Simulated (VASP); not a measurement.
# Ir (Fm-3m) in VASP: a series of runs, part 2 of 2

VASP 6.6.1. Earlier steps stand in the parts before.

**3. Electrostatic potential, PBE**

This run uses another cell than the first one, of 14.48 Å³/atom, 1.031 times its volume.

Input file INCAR:

```
SYSTEM = Ir
PREC = Accurate
ENCUT = 230
EDIFF = 1E-6
ISMEAR = 1
SIGMA = 0.1
LREAL = .FALSE.
LASPH = .TRUE.
NELM = 80
ALGO = Fast
ISIF = 2
LWAVE = .FALSE.
LCHARG = .TRUE.
GGA = PE
LVHAR = .TRUE.
```

Input file KPOINTS:

```
Automatic mesh
0
G
  18 18 18
  0 0 0
```

Input file POSCAR:

```
Ir                                      
1.0
   -0.0000000000      1.9346288393      1.9346288393
    1.9346288393      0.0000000000      1.9346288393
    1.9346288393      1.9346288393      0.0000000000
  Ir            
     1
Direct
     0.0000000000000000    0.0000000000000000    0.0000000000000000
```

Potentials or basis: VASP PAW PBE potentials, release 64 (Ir).

On the command line:

```sh
$ cat potpaw_PBE.64/Ir/POTCAR > POTCAR
$ mpirun -np 1 vasp_std > vasp.out
```

OUTCAR:

```text
SYSTEM = Ir
   PREC = Accurate
   ENCUT = 230
   EDIFF = 1E-6
   ISMEAR = 1
   LREAL = .FALSE.
   LASPH = .TRUE.
   NELM = 80
   ISIF = 2
   GGA = PE

 ion  position               nearest neighbor table
   1  0.000  0.000  0.000-

  LATTYP: Found a face centered cubic cell.
 ALAT       =     3.8692576786

  Lattice vectors:

 A1 = (   0.0000000000,   1.9346288393,   1.9346288393)
 A2 = (   1.9346288393,   0.0000000000,   1.9346288393)
 A3 = (   1.9346288393,   1.9346288393,   0.0000000000)

Analysis of symmetry for initial positions (statically):
=====================================================================
 Subroutine PRICEL returns:
 Original cell was already a primitive cell.

 Routine SETGRP: Setting up the symmetry group for a
 face centered cubic supercell.

 Subroutine GETGRP returns: Found 48 space group operations
 (whereof 48 operations were pure point group operations)
 out of a pool of 48 trial point group operations.

The static configuration has the point symmetry O_h .

Analysis of symmetry for dynamics (positions and initial velocities):
=====================================================================
 Subroutine PRICEL returns:
 Original cell was already a primitive cell.

 Routine SETGRP: Setting up the symmetry group for a
 face centered cubic supercell.

 Subroutine GETGRP returns: Found 48 space group operations
 (whereof 48 operations were pure point group operations)
 out of a pool of 48 trial point group operations.

The dynamic configuration has the point symmetry O_h .

 Subroutine INISYM returns: Found 48 space group operations
 (whereof 48 operations are pure point group operations),
 and found     1 'primitive' translations

----------------------------------------------------------------------------------------

                                     Primitive cell

  volume of cell :      14.4818

  direct lattice vectors                    reciprocal lattice vectors
     0.000000000  1.934628839  1.934628839    -0.258447507  0.258447507  0.258447507
     1.934628839  0.000000000  1.934628839     0.258447507 -0.258447507  0.258447507
     1.934628839  1.934628839  0.000000000     0.258447507  0.258447507 -0.258447507

  length of vectors
     2.735978343  2.735978343  2.735978343     0.447644213  0.447644213  0.447644213

  position of ions in fractional coordinates (direct lattice)
     0.000000000  0.000000000  0.000000000

  ion indices of the primitive-cell ions
   primitive index   ion index
                 1           1

----------------------------------------------------------------------------------------

 KPOINTS: Automatic mesh

Automatic generation of k-mesh.
 Grid dimensions read from file:
 generate k-points for:   18   18   18

 Generating k-lattice:

  Cartesian coordinates                     Fractional coordinates (reciprocal lattice)
    -0.014358195  0.014358195  0.014358195     0.055555556  0.000000000  0.000000000
     0.014358195 -0.014358195  0.014358195     0.000000000  0.055555556  0.000000000
     0.014358195  0.014358195 -0.014358195     0.000000000  0.000000000  0.055555556

  Length of vectors
     0.024869123  0.024869123  0.024869123

  Shift w.r.t. Gamma in fractional coordinates (k-lattice)
     0.000000000  0.000000000  0.000000000

 Subroutine IBZKPT returns following result:
 ===========================================

 Found    195 irreducible k-points:

 Following reciprocal coordinates:
            Coordinates               Weight
  0.000000  0.000000  0.000000      1.000000
  0.055556  0.000000  0.000000      8.000000
  0.111111  0.000000  0.000000      8.000000
  0.166667  0.000000  0.000000      8.000000
  0.222222  0.000000  0.000000      8.000000
  0.277778  0.000000  0.000000      8.000000
[... 16 lines left out ...]
 -0.277778  0.055556  0.000000     24.000000
 -0.222222  0.055556  0.000000     24.000000
 [... further k-points ...]
   k-points           NKPTS =    195   k-points in BZ     NKDIM =    195   number of bands    NBANDS=      8
   number of dos      NEDOS =    301   number of ions     NIONS =      1
   total plane-waves  NPLWV =   2744
   dimension x,y,z NGX =    14 NGY =   14 NGZ =   14
   dimension x,y,z NGXF=    28 NGYF=   28 NGZF=   28
   ions per type =               1
   NGX,Y,Z   is equivalent  to a cutoff of   8.51,  8.51,  8.51 a.u.
   NGXF,Y,Z  is equivalent  to a cutoff of  17.01, 17.01, 17.01 a.u.
 SYSTEM =  Ir
   PREC   = accura    normal or accurate (medium, high low for compatibility)
   ISTART =      0    job   : 0-new  1-cont  2-samecut
   ICHARG =      2    charge: 1-file 2-atom 10-const
   ISPIN  =      1    spin polarized calculation?
   LNONCOLLINEAR =      F non collinear calculations
   LSORBIT =      F    spin-orbit coupling
   LASPH  =      T    aspherical Exc in radial PAW
   ENCUT  =  230.0 eV  16.90 Ry    4.11 a.u.   3.38  3.38  3.38*2*pi/ulx,y,z
   NELM   =     80;   NELMIN=  2; NELMDL= -5     # of ELM steps
   EDIFF  = 0.1E-05   stopping-criterion for ELM
   LREAL  =      F    real-space projection
   EDIFFG = 0.1E-04   stopping-criterion for IOM
   NSW    =      0    number of steps for IOM
   IBRION =     -1    ionic relax: 0-MD 1-quasi-New 2-CG
   NFREE  =      0    steps in history (QN), initial steepest desc. (CG)
   ISIF   =      2    stress and relaxation
   ISYM   =      2    0-nonsym 1-usesym 2-fastsym
   POTIM  = 0.5000    time-step for ionic-motion
   TEBEG  =    0.0;   TEEND  =   0.0 temperature during run
   PSTRESS=    0.0 pullay stress
   NELECT =       9.0000    total number of electrons
   NUPDOWN=      -1.0000    fix difference up-down
   EMIN   =  10.00;   EMAX   =-10.00  energy-range for DOS
   EFERMI =   0.00;   METHOD = LEGACY
   ISMEAR =     1;   SIGMA  =   0.10  broadening in eV -4-tet -1-fermi 0-gaus
   EFERMI_NEDOS =   21; number of points for ismear=-14 and -15
   IALGO  =     68    algorithm
   IMIX   =      4    mixing-type and parameters
     AMIX     =   0.40;   BMIX     =  1.00
     AMIX_MAG =   1.60;   BMIX_MAG =  1.00
  volume/ion in A,a.u.               =      14.48        97.73
  Fermi-wavevector in a.u.,A,eV,Ry     =   1.397059  2.640058 26.555487  1.951773
  Thomas-Fermi vector in A             =   2.520352
   LORBIT       =      0    0 simple, 1 ext, 2 COOP (PROOUT), +10 PAW based schemes
   GGA     = PE    functional components
   LHFCALC =     F    Hartree Fock is set to
   AEXX    =    0.0000 exact exchange contribution
   IVDW    =     0    specifies the selected vdW correction
   LEPSILON=     F    determine dielectric tensor
   LRPA    =     F    only Hartree local field effects (RPA)
 non-spin polarized calculation
 RMM-DIIS sequential band-by-band and
 Methfessel and Paxton  Order N= 1 SIGMA  =   0.10
  energy-cutoff  :      230.00
  volume of cell :       14.48
 maximum number of plane-waves:       125
 NGX is ok and might be reduce to    14
   NGX =  7   NGY =  7   NGZ =  7

 number of electron       9.0000002 magnetization

 Free energy of the ion-electron system (eV)
  ---------------------------------------------------
  ext. energy  EPLUGINS =         0.00000000
  ---------------------------------------------------
  free energy    TOTEN  =        -8.85678267 eV

  energy without entropy =       -8.85684274  energy(sigma->0) =       -8.85680269

 E-fermi :  10.0515     XC(G=0): -13.8524

 val. band max:       10.0500628151   @ k =   0.3333   0.1111   0.0556
 cond. band min:      10.0816523644   @ k =   0.3333   0.1111   0.0000
 fundamental gap:      0.0315895493
 Fermi energy:        10.0514769471

 k-point     1 :       0.0000    0.0000    0.0000
  band No.  band energies     occupation
      1      -0.8665      2.00000
      2       6.2615      2.00000
      3       6.2615      2.00000
      4       6.2615      2.00000
      5       8.8537      2.00000
      6       8.8537      2.00000
      7      24.3836      0.00000
      8      29.8284      0.00000
[... 243 lines left out ...]
 k-point    24 :      -0.2222    0.0556    0.0000
  band No.  band energies     occupation
      1       1.3084      2.00000
      2       5.6155      2.00000
      3       6.7041      2.00000
      4       6.7933      2.00000
      5       8.5825      2.00000
      6       9.4087      2.00000
      7      24.0699      0.00000
      8      26.8477      0.00000

 [... further k-points ...]

------------------------ aborting loop because EDIFF is reached ----------------------------------------

  FORCE on cell =-STRESS in cart. coord.  units (eV):
  Direction    XX          YY          ZZ          XY          YZ          ZX
  --------------------------------------------------------------------------------------
  -------------------------------------------------------------------------------------
  Total        0.0286599      0.0286599      0.0286599      0.0000000      0.0000000      0.0000000
  in kB        3.1707564      3.1707564      3.1707564      0.0000000      0.0000000      0.0000000
  external PRESSURE =       3.1707564 kB  Pullay stress =       0.0000000 kB

 VOLUME and BASIS-vectors are now :
 -----------------------------------------------------------------------------
  energy-cutoff  :      230.00
  volume of cell :       14.48
      direct lattice vectors                 reciprocal lattice vectors
     0.000000000  1.934628839  1.934628839    -0.258447507  0.258447507  0.258447507
     1.934628839  0.000000000  1.934628839     0.258447507 -0.258447507  0.258447507
     1.934628839  1.934628839  0.000000000     0.258447507  0.258447507 -0.258447507

 POSITION                                       TOTAL-FORCE (eV/Angst)
 -----------------------------------------------------------------------------------
      0.00000      0.00000      0.00000        -0.000000      0.000000     -0.000000
 -----------------------------------------------------------------------------------
    total drift:                               -0.000000     -0.000000     -0.000000

  FREE ENERGIE OF THE ION-ELECTRON SYSTEM (eV)
  ---------------------------------------------------
  free  energy   TOTEN  =        -8.8567826678 eV

  energy  without entropy=       -8.8568427376  energy(sigma->0) =       -8.85680269
```

OSZICAR:

```text
N       E                     dE             d eps       ncg     rms          rms(c)
DAV:   1     0.848078943902E+01    0.84808E+01   -0.28124E+03  4088   0.497E+02
DAV:   2    -0.921957020108E+01   -0.17700E+02   -0.16378E+02  3184   0.125E+02
DAV:   3    -0.941345066150E+01   -0.19388E+00   -0.19332E+00  4720   0.150E+01
DAV:   4    -0.941422666780E+01   -0.77601E-03   -0.77594E-03  3720   0.636E-01
[... 11 lines left out ...]
RMM:  16    -0.885684511427E+01   -0.23954E-04   -0.79538E-06  3599   0.397E-02    0.925E-02
RMM:  17    -0.885680537660E+01    0.39738E-04   -0.22492E-05  3294   0.748E-02    0.553E-02
RMM:  18    -0.885678601912E+01    0.19357E-04   -0.22515E-05  3428   0.618E-02    0.238E-02
RMM:  19    -0.885678315260E+01    0.28665E-05   -0.51399E-06  3130   0.228E-02    0.101E-02
RMM:  20    -0.885678266776E+01    0.48483E-06   -0.12515E-06  1851   0.959E-03
   1 F= -.88567827E+01 E0= -.88568027E+01  d E =0.600698E-04
```

stdout:

```text
POSCAR found type information on POSCAR Ir
 POSCAR found :  1 types and       1 ions
 scaLAPACK will be used
 LDA part: xc-table for (Slater+PW92), standard interpolation
 POSCAR, INCAR and KPOINTS ok, starting setup
 FFT: planning ... GRIDC
 FFT: planning ... GRID_SOFT
 FFT: planning ... GRID
 WAVECAR not read
 entering main loop
```

It used 9 s of CPU time on 1 thread of Intel(R) Xeon(R) Platinum 8559C (Emerald Rapids) (shared host), which was overloaded at the time.

What came out:

* Free energy: -8.8568 eV
* Band gap on the k mesh: none (metal or under the smearing width)

Levels at points of the mesh, in eV from the Fermi level:
```tsv
k point	band 1	band 2	band 3	band 4	band 5	band 6	band 7	band 8
(0.00, 0.00, 0.00)	-10.92	-3.79	-3.79	-3.79	-1.20	-1.20	14.33	19.78
(0.50, 0.00, 0.00)	-7.90	-3.89	-3.89	-0.75	0.82	0.82	6.99	13.87
(0.50, 0.50, 0.00)	-7.69	-7.13	0.79	1.37	1.37	1.66	10.15	11.55
```

Caveat: the cutoff is under 1.25 times the usual one of these potentials, so pressure, stress and relaxed cells hold a basis-set (Pulay) error. Spin-orbit coupling is left out, which matters for the levels of Ir.
